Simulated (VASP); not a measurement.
# CoSi (Pm-3m) in VASP: further runs, part 2 of 2

VASP 6.6.1. Earlier steps stand in the parts before.

**4. Single point, PBEsol, collinear spin, ferromagnetic start**

File INCAR:

```
ADDGRID = False
ALGO = Normal
EDIFF = 1E-7
ENCUT = 550
GGA = PS
ISIF = 2
ISMEAR = 1
ISPIN = 2
LASPH = True
LCHARG = False
LMAXMIX = 4
LORBIT = 11
LREAL = False
LWAVE = False
MAGMOM = 2 0
NELM = 100
PREC = Normal
SIGMA = 0.15
```

File KPOINTS:

```
k-points
0
Gamma
  15 15 15
```

File POSCAR:

```
CoSi
1.0
    2.7813340000      0.0000000000      0.0000000000
    0.0000000000      2.7813340000      0.0000000000
    0.0000000000      0.0000000000      2.7813340000
Co Si
1 1
Direct
    0.0000000000      0.0000000000      0.0000000000
    0.5000000000      0.5000000000      0.5000000000
```

Potentials or basis: VASP PAW PBE potentials, release 64 (Co, Si).

Run with:

```sh
cat potpaw_PBE.64/Co/POTCAR potpaw_PBE.64/Si/POTCAR > POTCAR
mpirun -np 1 vasp_std > vasp.out
```

OUTCAR:

```text
EDIFF = 1E-7
   ENCUT = 550
   GGA = PS
   ISIF = 2
   ISMEAR = 1
   ISPIN = 2
   LASPH = True
   LORBIT = 11
   LREAL = False
   NELM = 100
   PREC = Normal

 Found    120 irreducible k-points:

 Following reciprocal coordinates:
            Coordinates               Weight
  0.000000  0.000000  0.000000      1.000000
  0.066667  0.000000  0.000000      6.000000
  0.133333  0.000000  0.000000      6.000000
  0.200000  0.000000  0.000000      6.000000
  0.266667  0.000000  0.000000      6.000000
  0.333333  0.000000  0.000000      6.000000
   k-points           NKPTS =    120   k-points in BZ     NKDIM =    120   number of bands    NBANDS=     11
   number of dos      NEDOS =    301   number of ions     NIONS =      2
   total plane-waves  NPLWV =   4096
   dimension x,y,z NGX =    16 NGY =   16 NGZ =   16
   dimension x,y,z NGXF=    32 NGYF=   32 NGZF=   32
   ions per type =               1   1
   NGX,Y,Z   is equivalent  to a cutoff of   9.56,  9.56,  9.56 a.u.
   NGXF,Y,Z  is equivalent  to a cutoff of  19.13, 19.13, 19.13 a.u.
 SYSTEM =  unknown system
   PREC   = normal    normal or accurate (medium, high low for compatibility)
   ISTART =      0    job   : 0-new  1-cont  2-samecut
   ICHARG =      2    charge: 1-file 2-atom 10-const
   ISPIN  =      2    spin polarized calculation?
   LNONCOLLINEAR =      F non collinear calculations
   LSORBIT =      F    spin-orbit coupling
   LASPH  =      T    aspherical Exc in radial PAW
   ENCUT  =  550.0 eV  40.42 Ry    6.36 a.u.   5.32  5.32  5.32*2*pi/ulx,y,z
   NELM   =    100;   NELMIN=  2; NELMDL= -5     # of ELM steps
   EDIFF  = 0.1E-06   stopping-criterion for ELM
   LREAL  =      F    real-space projection
   EDIFFG = 0.1E-05   stopping-criterion for IOM
   NSW    =      0    number of steps for IOM
   IBRION =     -1    ionic relax: 0-MD 1-quasi-New 2-CG
   NFREE  =      0    steps in history (QN), initial steepest desc. (CG)
   ISIF   =      2    stress and relaxation
   ISYM   =      2    0-nonsym 1-usesym 2-fastsym
   POTIM  = 0.5000    time-step for ionic-motion
   TEBEG  =    0.0;   TEEND  =   0.0 temperature during run
   PSTRESS=    0.0 pullay stress
   NELECT =      13.0000    total number of electrons
   NUPDOWN=      -1.0000    fix difference up-down
   EMIN   =  10.00;   EMAX   =-10.00  energy-range for DOS
   EFERMI =   0.00;   METHOD = LEGACY
   ISMEAR =     1;   SIGMA  =   0.15  broadening in eV -4-tet -1-fermi 0-gaus
   EFERMI_NEDOS =   21; number of points for ismear=-14 and -15
   IALGO  =     38    algorithm
   IMIX   =      4    mixing-type and parameters
     AMIX     =   0.40;   BMIX     =  1.00
     AMIX_MAG =   1.60;   BMIX_MAG =  1.00
  volume/ion in A,a.u.               =      10.76        72.60
  Fermi-wavevector in a.u.,A,eV,Ry     =   1.384000  2.615381 26.061367  1.915456
  Thomas-Fermi vector in A             =   2.508545
   LORBIT       =     11    0 simple, 1 ext, 2 COOP (PROOUT), +10 PAW based schemes
   GGA     = PS    functional components
   LHFCALC =     F    Hartree Fock is set to
   AEXX    =    0.0000 exact exchange contribution
   IVDW    =     0    specifies the selected vdW correction
   LEPSILON=     F    determine dielectric tensor
   LRPA    =     F    only Hartree local field effects (RPA)
 spin polarized calculation
 Methfessel and Paxton  Order N= 1 SIGMA  =   0.15
  energy-cutoff  :      550.00
  volume of cell :       21.52
 maximum number of plane-waves:       655
   NGX = 11   NGY = 11   NGZ = 11

 number of electron      13.0000002 magnetization       0.5323537

 Free energy of the ion-electron system (eV)
  ---------------------------------------------------
  ext. energy  EPLUGINS =         0.00000000
  ---------------------------------------------------
  free energy    TOTEN  =       -14.53489539 eV

  energy without entropy =      -14.53165534  energy(sigma->0) =      -14.53381538

 E-fermi :  12.7326     XC(G=0): -13.0475

 val. band max:       12.7325639760   @ k =   0.4667   0.2000   0.0000
 cond. band min:      12.7343020584   @ k =   0.4000   0.0000   0.0000
 fundamental gap:      0.0017380824
 Fermi energy:        12.7326486296

 spin component 1

 k-point     1 :       0.0000    0.0000    0.0000
  band No.  band energies     occupation
      1      -1.5259      1.00000
      2       8.6041      1.00000
      3       8.6041      1.00000
      4      11.1584      1.00000
      5      11.1584      1.00000
      6      11.1584      1.00000
      7      15.7100     -0.00000
      8      15.7100     -0.00000
      9      15.7100     -0.00000
     10      20.1891      0.00000
     11      20.1891      0.00000

 k-point     2 :       0.0667    0.0000    0.0000
  band No.  band energies     occupation
      1      -1.4402      1.00000
      2       8.5639      1.00000
      3       8.6326      1.00000
      4      11.0823      1.00000
      5      11.0823      1.00000
      6      11.1647      1.00000
      7      15.1155     -0.00000
      8      15.8595      0.00000
      9      15.8595      0.00000
     10      20.1622      0.00000
     11      20.7421      0.00000
[... 43 lines left out ...]
 k-point     6 :       0.3333    0.0000    0.0000
  band No.  band energies     occupation
      1       0.5409      1.00000
      2       6.1950      1.00000
      3       9.1385      1.00000
      4      10.1559      1.00000
      5      10.1559      1.00000
      6      11.2699      1.00000
      7      12.0629      1.00000
      8      18.5934      0.00000
      9      18.5934      0.00000
     10      19.6362      0.00000
     11      23.6971      0.00000

 [... further k-points ...]

 spin component 2

 k-point     1 :       0.0000    0.0000    0.0000
  band No.  band energies     occupation
      1      -1.5042      1.00000
      2       9.1415      1.00000
      3       9.1415      1.00000
      4      11.5338      1.00000
      5      11.5338      1.00000
      6      11.5338      1.00000
      7      15.7334      0.00000
      8      15.7334      0.00000
      9      15.7334      0.00000
     10      20.4379      0.00000
     11      20.4379      0.00000

 k-point     2 :       0.0667    0.0000    0.0000
  band No.  band energies     occupation
      1      -1.4185      1.00000
      2       9.0816      1.00000
      3       9.1734      1.00000
      4      11.4505      1.00000
      5      11.4505      1.00000
      6      11.5405      1.00000
      7      15.2005     -0.00000
      8      15.8894      0.00000
      9      15.8894      0.00000
     10      20.4024      0.00000
     11      20.9525      0.00000
[... 43 lines left out ...]
 k-point     6 :       0.3333    0.0000    0.0000
  band No.  band energies     occupation
      1       0.5627      1.00000
      2       6.3143      1.00000
      3       9.7457      1.00000
      4      10.4699      1.00000
      5      10.4699      1.00000
      6      11.6511      1.00000
      7      12.7225      0.55707
      8      18.6693      0.00000
      9      18.6693      0.00000
     10      19.7091      0.00000
     11      23.7816      0.00000

 [... further k-points ...]

------------------------ aborting loop because EDIFF is reached ----------------------------------------

  FORCE on cell =-STRESS in cart. coord.  units (eV):
  Direction    XX          YY          ZZ          XY          YZ          ZX
  --------------------------------------------------------------------------------------
  -------------------------------------------------------------------------------------
  Total       -0.8740283     -0.8740283     -0.8740283      0.0000000      0.0000000     -0.0000000
  in kB      -65.0843578    -65.0843578    -65.0843578      0.0000000      0.0000000     -0.0000000
  external PRESSURE =     -65.0843578 kB  Pullay stress =       0.0000000 kB

 VOLUME and BASIS-vectors are now :
 -----------------------------------------------------------------------------
  energy-cutoff  :      550.00
  volume of cell :       21.52
      direct lattice vectors                 reciprocal lattice vectors
     2.781334000  0.000000000  0.000000000     0.359539703  0.000000000  0.000000000
     0.000000000  2.781334000  0.000000000     0.000000000  0.359539703  0.000000000
     0.000000000  0.000000000  2.781334000     0.000000000  0.000000000  0.359539703

 POSITION                                       TOTAL-FORCE (eV/Angst)
 -----------------------------------------------------------------------------------
      0.00000      0.00000      0.00000         0.000000      0.000000      0.000000
      1.39067      1.39067      1.39067         0.000000      0.000000      0.000000
 -----------------------------------------------------------------------------------
    total drift:                               -0.000000      0.000000      0.000000

  FREE ENERGIE OF THE ION-ELECTRON SYSTEM (eV)
  ---------------------------------------------------
  free  energy   TOTEN  =       -14.5348953943 eV

  energy  without entropy=      -14.5316553440  energy(sigma->0) =      -14.53381538

 total charge

# of ion       s       p       d       tot
------------------------------------------
    1        0.441   0.593   7.583   8.617
    2        0.709   0.861   0.000   1.571
--------------------------------------------------
tot          1.150   1.454   7.583  10.188

 magnetization (x)

# of ion       s       p       d       tot
------------------------------------------
    1        0.007   0.002   0.520   0.529
    2        0.002   0.010   0.000   0.013
--------------------------------------------------
tot          0.010   0.013   0.520   0.542
```

OSZICAR:

```text
N       E                     dE             d eps       ncg     rms          rms(c)
DAV:   1     0.448922207432E+02    0.44892E+02   -0.59488E+03  5352   0.129E+03
DAV:   2    -0.139963303130E+02   -0.58889E+02   -0.55108E+02  5364   0.216E+02
DAV:   3    -0.160702989848E+02   -0.20740E+01   -0.20166E+01  6298   0.478E+01
DAV:   4    -0.161086382908E+02   -0.38339E-01   -0.38281E-01  6229   0.585E+00
DAV:   5    -0.161096806118E+02   -0.10423E-02   -0.10422E-02  6417   0.103E+00    0.158E+01
DAV:   6    -0.190850810202E+02   -0.29754E+01   -0.54378E+01  6062   0.126E+02    0.180E+01
DAV:   7    -0.145460947055E+02    0.45390E+01   -0.25525E+01  6206   0.853E+01    0.267E+00
DAV:   8    -0.145515017480E+02   -0.54070E-02   -0.51422E-01  6082   0.619E+00    0.147E+00
DAV:   9    -0.145361419366E+02    0.15360E-01   -0.36976E-02  6726   0.298E+00    0.605E-01
DAV:  10    -0.145351290893E+02    0.10128E-02   -0.10480E-03  7821   0.380E-01    0.203E-01
DAV:  11    -0.145348928250E+02    0.23626E-03   -0.17614E-04  6528   0.170E-01    0.932E-02
DAV:  12    -0.145349077974E+02   -0.14972E-04   -0.72895E-05  7234   0.119E-01    0.359E-02
DAV:  13    -0.145348966001E+02    0.11197E-04   -0.23327E-06  6894   0.210E-02    0.104E-02
DAV:  14    -0.145348961786E+02    0.42152E-06   -0.43354E-07  4334   0.912E-03    0.621E-03
DAV:  15    -0.145348953851E+02    0.79351E-06   -0.14764E-06  6944   0.136E-02    0.156E-03
DAV:  16    -0.145348953943E+02   -0.92726E-08   -0.41422E-08  3225   0.214E-03
   1 F= -.14534895E+02 E0= -.14533815E+02  d E =-.324005E-02  mag=     0.5324
```

Run time: 11 s. Hardware: 1 thread of Intel Xeon 6975P-C (Granite Rapids), shared host; peak memory 0.16 GiB.

These settings aren't checked as converged: the numbers below hold their error.

Results:

```yaml
Free_energy: -14.5349 eV
Pressure: -6.5 GPa
Band_gap_on_the_k_mesh: none (metal or under the smearing width)
Net_moment: 0.53 μB per cell
Site_moments: Co +0.53; Si +0.01 μB
Valence_electrons_inside_the_program's_atomic_spheres: Co 8.62; Si 1.57
```

Caveat: the PAW data sets were made with another functional, which shifts forces and pressure a little.

**5. For comparison**

An earlier run on the cell as given: functional PBE; potentials or basis VASP PAW PBE potentials, release 64 (Co, Si); cutoff 520 eV; k mesh 10 × 10 × 10; occupations fermi-dirac, width 0.05 eV; collinear spin, ferromagnetic start; starting moments [2.0, 0.0] μB.

* Pressure: 0.6 GPa
* Band gap on the k mesh: none (metal or under the smearing width)
* Net moment: 0.54 μB per cell
* Site moments: Co +0.54; Si +0.01 μB
* Valence electrons inside the program's atomic spheres: Co 8.61; Si 1.57
